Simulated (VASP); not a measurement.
# Zr (P6/mmm) in VASP: single point with LDA

Aim: the single point of Zr with LDA.

Program: VASP 6.6.1. These are calculated values, not measurements. Logs are shortened: lines on timing, memory, paths and dates and some standing lists are left out, and cuts for length are marked.

## Step 1: The cell of the first run

Symmetry: P6/mmm, No. 191, hexagonal system. Conventional cell: a = 4.922 Å, b = 4.922 Å, c = 3.083 Å, α = 90.00°, β = 90.00°, γ = 120.00°. Around Zr (site symmetry -6m2) lie 11 Zr at 2.84 to 3.23 Å. Around Zr (site symmetry 6/mmm) lie 14 Zr at 3.08 to 3.23 Å.

The cell was built by a generator and needn't be a form met in nature.

## Step 2: Single point, LDA (relaxed again under DFT LDA, scalar-relativistic, plane waves, PAW)

File INCAR:

```
PREC     = Accurate       # precision mode
ENCUT    = 520            # plane-wave cutoff, eV
EDIFF    = 1E-7           # SCF threshold, eV
ISMEAR   = 0              # smearing method
SIGMA    = 0.1            # smearing width, eV
LREAL    = F              # projectors in reciprocal space
LASPH    = T              # aspherical terms in the spheres
NELM     = 100            # most SCF steps
ALGO     = Fast           # electronic algorithm
ISIF     = 2              # what is computed and relaxed
LWAVE    = F              # write WAVECAR
LCHARG   = F              # write CHGCAR
GGA      = CA             # functional
NBANDS   = 25             # bands
```

File KPOINTS:

```
regular mesh
0
Gamma
  12 12 14
```

File POSCAR:

```
Zr
1.0
    4.9223319985      0.0000000000      0.0000000000
   -2.4611659993      4.2628645565      0.0000000000
    0.0000000000      0.0000000000      3.0829495385
Zr
3
Direct
    0.6666666667      0.3333333333      0.5000000000
    0.3333333333      0.6666666667      0.5000000000
    0.0000000000      0.0000000000      0.0000000000
```

Potentials or basis: VASP PAW LDA potentials, release 64 (Zr_sv).

Run with:

```bash
$ cat potpaw_LDA.64/Zr_sv/POTCAR > POTCAR
$ mpirun -np 1 vasp_std > vasp.out
```

OUTCAR:

```text
PREC = Accurate
   ENCUT = 520
   EDIFF = 1E-7
   ISMEAR = 0
   LREAL = F
   LASPH = T
   NELM = 100
   ISIF = 2
   GGA = CA

 ion  position               nearest neighbor table
   1  0.667  0.333  0.500-   2 2.84   2 2.84   2 2.84   3 3.23   3 3.23   3 3.23   3 3.23   3 3.23
                             3 3.23
   2  0.333  0.667  0.500-   1 2.84   1 2.84   1 2.84   3 3.23   3 3.23   3 3.23   3 3.23   3 3.23
                             3 3.23
   3  0.000  0.000  0.000-   1 3.23   2 3.23   1 3.23   2 3.23   2 3.23   2 3.23   1 3.23   1 3.23
                             1 3.23   1 3.23   2 3.23   2 3.23

  LATTYP: Found a hexagonal cell.
 ALAT       =     4.9223319985
 C/A-ratio  =     0.6263188951

  Lattice vectors:

 A1 = (   4.9223319985,   0.0000000000,   0.0000000000)
 A2 = (  -2.4611659993,   4.2628645565,   0.0000000000)
 A3 = (   0.0000000000,   0.0000000000,   3.0829495385)

Analysis of symmetry for initial positions (statically):
=====================================================================
 Subroutine PRICEL returns:
 Original cell was already a primitive cell.

 Routine SETGRP: Setting up the symmetry group for a
 hexagonal supercell.

 Subroutine GETGRP returns: Found 24 space group operations
 (whereof 24 operations were pure point group operations)
 out of a pool of 24 trial point group operations.

The static configuration has the point symmetry D_6h.

Analysis of symmetry for dynamics (positions and initial velocities):
=====================================================================
 Subroutine PRICEL returns:
 Original cell was already a primitive cell.

 Routine SETGRP: Setting up the symmetry group for a
 hexagonal supercell.

 Subroutine GETGRP returns: Found 24 space group operations
 (whereof 24 operations were pure point group operations)
 out of a pool of 24 trial point group operations.

The dynamic configuration has the point symmetry D_6h.

 Subroutine INISYM returns: Found 24 space group operations
 (whereof 24 operations are pure point group operations),
 and found     1 'primitive' translations

----------------------------------------------------------------------------------------

                                     Primitive cell

  volume of cell :      64.6903

  direct lattice vectors                    reciprocal lattice vectors
     4.922331998  0.000000000  0.000000000     0.203155740  0.117292021  0.000000000
    -2.461165999  4.262864557  0.000000000     0.000000000  0.234584042  0.000000000
     0.000000000  0.000000000  3.082949538     0.000000000  0.000000000  0.324364699

  length of vectors
     4.922331998  4.922331998  3.082949538     0.234584042  0.234584042  0.324364699

  position of ions in fractional coordinates (direct lattice)
     0.666666667  0.333333333  0.500000000
     0.333333333  0.666666667  0.500000000
     0.000000000  0.000000000  0.000000000

  ion indices of the primitive-cell ions
   primitive index   ion index
                 1           1
                 2           2
                 3           3

----------------------------------------------------------------------------------------

 KPOINTS: regular mesh

Automatic generation of k-mesh.
 Grid dimensions read from file:
 generate k-points for:   12   12   14

 Generating k-lattice:

  Cartesian coordinates                     Fractional coordinates (reciprocal lattice)
     0.016929645  0.009774335  0.000000000     0.083333333  0.000000000  0.000000000
     0.000000000  0.019548670  0.000000000     0.000000000  0.083333333  0.000000000
     0.000000000  0.000000000  0.023168907     0.000000000  0.000000000  0.071428571

  Length of vectors
     0.019548670  0.019548670  0.023168907

  Shift w.r.t. Gamma in fractional coordinates (k-lattice)
     0.000000000  0.000000000  0.000000000

 Subroutine IBZKPT returns following result:
 ===========================================

 Found    152 irreducible k-points:

 Following reciprocal coordinates:
            Coordinates               Weight
  0.000000  0.000000  0.000000      1.000000
  0.083333  0.000000  0.000000      6.000000
  0.166667  0.000000  0.000000      6.000000
  0.250000  0.000000  0.000000      6.000000
  0.333333  0.000000  0.000000      6.000000
  0.416667  0.000000  0.000000      6.000000
[... 16 lines left out ...]
  0.250000  0.000000  0.071429     12.000000
  0.333333  0.000000  0.071429     12.000000
 [... further k-points ...]
   k-points           NKPTS =    152   k-points in BZ     NKDIM =    152   number of bands    NBANDS=     25
   number of dos      NEDOS =    301   number of ions     NIONS =      3
   total plane-waves  NPLWV =  38400
   dimension x,y,z NGX =    40 NGY =   40 NGZ =   24
   dimension x,y,z NGXF=    80 NGYF=   80 NGZF=   48
   ions per type =               3
   NGX,Y,Z   is equivalent  to a cutoff of  13.51, 13.51, 12.94 a.u.
   NGXF,Y,Z  is equivalent  to a cutoff of  27.02, 27.02, 25.88 a.u.
 SYSTEM =  unknown system
   PREC   = accura    normal or accurate (medium, high low for compatibility)
   ISTART =      0    job   : 0-new  1-cont  2-samecut
   ICHARG =      2    charge: 1-file 2-atom 10-const
   ISPIN  =      1    spin polarized calculation?
   LNONCOLLINEAR =      F non collinear calculations
   LSORBIT =      F    spin-orbit coupling
   LASPH  =      T    aspherical Exc in radial PAW
   ENCUT  =  520.0 eV  38.22 Ry    6.18 a.u.   9.15  9.15  5.73*2*pi/ulx,y,z
   NELM   =    100;   NELMIN=  2; NELMDL= -5     # of ELM steps
   EDIFF  = 0.1E-06   stopping-criterion for ELM
   LREAL  =      F    real-space projection
   EDIFFG = 0.1E-05   stopping-criterion for IOM
   NSW    =      0    number of steps for IOM
   IBRION =     -1    ionic relax: 0-MD 1-quasi-New 2-CG
   NFREE  =      0    steps in history (QN), initial steepest desc. (CG)
   ISIF   =      2    stress and relaxation
   ISYM   =      2    0-nonsym 1-usesym 2-fastsym
   POTIM  = 0.5000    time-step for ionic-motion
   TEBEG  =    0.0;   TEEND  =   0.0 temperature during run
   PSTRESS=    0.0 pullay stress
   NELECT =      36.0000    total number of electrons
   NUPDOWN=      -1.0000    fix difference up-down
   EMIN   =  10.00;   EMAX   =-10.00  energy-range for DOS
   EFERMI =   0.00;   METHOD = LEGACY
   ISMEAR =     0;   SIGMA  =   0.10  broadening in eV -4-tet -1-fermi 0-gaus
   EFERMI_NEDOS =   21; number of points for ismear=-14 and -15
   IALGO  =     68    algorithm
   IMIX   =      4    mixing-type and parameters
     AMIX     =   0.40;   BMIX     =  1.00
     AMIX_MAG =   1.60;   BMIX_MAG =  1.00
  volume/ion in A,a.u.               =      21.56       145.52
  Fermi-wavevector in a.u.,A,eV,Ry     =   1.346571  2.544651 24.670825  1.813254
  Thomas-Fermi vector in A             =   2.474392
   LORBIT       =      0    0 simple, 1 ext, 2 COOP (PROOUT), +10 PAW based schemes
   GGA     = CA    functional components
   LHFCALC =     F    Hartree Fock is set to
   AEXX    =    0.0000 exact exchange contribution
   IVDW    =     0    specifies the selected vdW correction
   LEPSILON=     F    determine dielectric tensor
   LRPA    =     F    only Hartree local field effects (RPA)
 non-spin polarized calculation
 RMM-DIIS sequential band-by-band and
 Gauss-broadening in eV      SIGMA  =   0.10
  energy-cutoff  :      520.00
  volume of cell :       64.69
 maximum number of plane-waves:      1758
 NGX is ok and might be reduce to    40
   NGX = 19   NGY = 19   NGZ = 11

 number of electron      36.0000000 magnetization

 Free energy of the ion-electron system (eV)
  ---------------------------------------------------
  ext. energy  EPLUGINS =         0.00000000
  ---------------------------------------------------
  free energy    TOTEN  =       -27.92661298 eV

  energy without entropy =      -27.91161579  energy(sigma->0) =      -27.91911439

 E-fermi :   9.5281     XC(G=0): -11.6452

 val. band max:        9.5222540915   @ k =   0.4167   0.0000   0.1429
 cond. band min:       9.5288926429   @ k =   0.3333   0.2500   0.2143
 fundamental gap:      0.0066385514
 Fermi energy:         9.5280913593

 k-point     1 :       0.0000    0.0000    0.0000
  band No.  band energies     occupation
      1     -38.9028      2.00000
      2     -38.6437      2.00000
      3     -38.4025      2.00000
      4     -17.3081      2.00000
      5     -17.3081      2.00000
      6     -17.2382      2.00000
[... 17 lines left out ...]
     24      11.8772      0.00000
     25      11.8918      0.00000

 k-point     2 :       0.0833    0.0000    0.0000
  band No.  band energies     occupation
      1     -38.9003      2.00000
      2     -38.6422      2.00000
      3     -38.4068      2.00000
      4     -17.3818      2.00000
      5     -17.3664      2.00000
      6     -17.1612      2.00000
[... 17 lines left out ...]
     24      11.5359      0.00000
     25      12.2876      0.00000

 k-point     3 :       0.1667    0.0000    0.0000
  band No.  band energies     occupation
      1     -38.8935      2.00000
      2     -38.6372      2.00000
      3     -38.4195      2.00000
      4     -17.4726      2.00000
      5     -17.4108      2.00000
      6     -17.0613      2.00000
[... 17 lines left out ...]
     24      11.5547      0.00000
     25      12.7042      0.00000

 k-point     4 :       0.2500    0.0000    0.0000
  band No.  band energies     occupation
      1     -38.8843      2.00000
      2     -38.6280      2.00000
      3     -38.4390      2.00000
      4     -17.5505      2.00000
      5     -17.4093      2.00000
      6     -16.9703      2.00000
[... 17 lines left out ...]
     24      11.9397      0.00000
     25      13.1531      0.00000
[... 477 lines left out ...]
 k-point    22 :       0.1667    0.0000    0.0714
  band No.  band energies     occupation
      1     -38.8886      2.00000
      2     -38.6347      2.00000
      3     -38.4159      2.00000
      4     -17.4624      2.00000
      5     -17.4018      2.00000
      6     -17.0583      2.00000
[... 17 lines left out ...]
     24      11.5627      0.00000
     25      12.8259      0.00000

 k-point    23 :       0.2500    0.0000    0.0714
  band No.  band energies     occupation
      1     -38.8798      2.00000
      2     -38.6251      2.00000
      3     -38.4354      2.00000
      4     -17.5389      2.00000
      5     -17.4011      2.00000
      6     -16.9700      2.00000
[... 17 lines left out ...]
     24      11.8915      0.00000
     25      13.3633      0.00000

 k-point    24 :       0.3333    0.0000    0.0714
  band No.  band energies     occupation
      1     -38.8713      2.00000
      2     -38.6111      2.00000
      3     -38.4589      2.00000
      4     -17.5970      2.00000
      5     -17.3534      2.00000
      6     -16.9197      2.00000
[... 17 lines left out ...]
     24      12.3744      0.00000
     25      13.1595      0.00000

 [... further k-points ...]
[... 5 lines left out ...]
  --------------------------------------------------------------------------------------
  -------------------------------------------------------------------------------------
  Total        0.0553344      0.0553344      0.0421625     -0.0000000     -0.0000000     -0.0000000
  in kB        1.3704609      1.3704609      1.0442355     -0.0000000     -0.0000000     -0.0000000
  external PRESSURE =       1.2617191 kB  Pullay stress =       0.0000000 kB

 VOLUME and BASIS-vectors are now :
 -----------------------------------------------------------------------------
  energy-cutoff  :      520.00
  volume of cell :       64.69
      direct lattice vectors                 reciprocal lattice vectors
     4.922331998  0.000000000  0.000000000     0.203155740  0.117292021  0.000000000
    -2.461165999  4.262864557  0.000000000     0.000000000  0.234584042  0.000000000
     0.000000000  0.000000000  3.082949538     0.000000000  0.000000000  0.324364699

 POSITION                                       TOTAL-FORCE (eV/Angst)
 -----------------------------------------------------------------------------------
      2.46117      1.42095      1.54147         0.000000     -0.000000      0.000000
     -0.00000      2.84191      1.54147        -0.000000      0.000000      0.000000
      0.00000      0.00000      0.00000         0.000000      0.000000      0.000000
 -----------------------------------------------------------------------------------
    total drift:                                0.000000      0.000000      0.000000

  FREE ENERGIE OF THE ION-ELECTRON SYSTEM (eV)
  ---------------------------------------------------
  free  energy   TOTEN  =       -27.9266129806 eV

  energy  without entropy=      -27.9116157902  energy(sigma->0) =      -27.91911439
```

Run time: 4.7 min. Hardware: 1 thread of Intel Xeon Platinum 8488C (Sapphire Rapids), shared host; peak memory 0.29 GiB.

Results:

```
Free energy            : -27.9266 eV
Pressure               : 0.1 GPa
Band gap on the k mesh : none (metal or under the smearing width)
```

Levels at points of the mesh, in eV from the Fermi level:
```
           k point  band 15  band 16  band 17  band 18  band 19  band 20  band 21  band 22
(0.00, 0.00, 0.00)    -0.45    -0.45    -0.38    -0.38    -0.18     0.86     1.68     1.68
(0.50, 0.00, 0.00)    -3.04    -0.71    -0.69    -0.54    -0.04     0.74     1.09     1.98
(0.00, 0.00, 0.50)    -2.07    -2.03    -2.03    -1.25     1.26     1.26     1.78     1.78
(0.50, 0.00, 0.50)    -2.10    -1.64    -0.86    -0.42     0.24     0.96     1.49     1.55
```
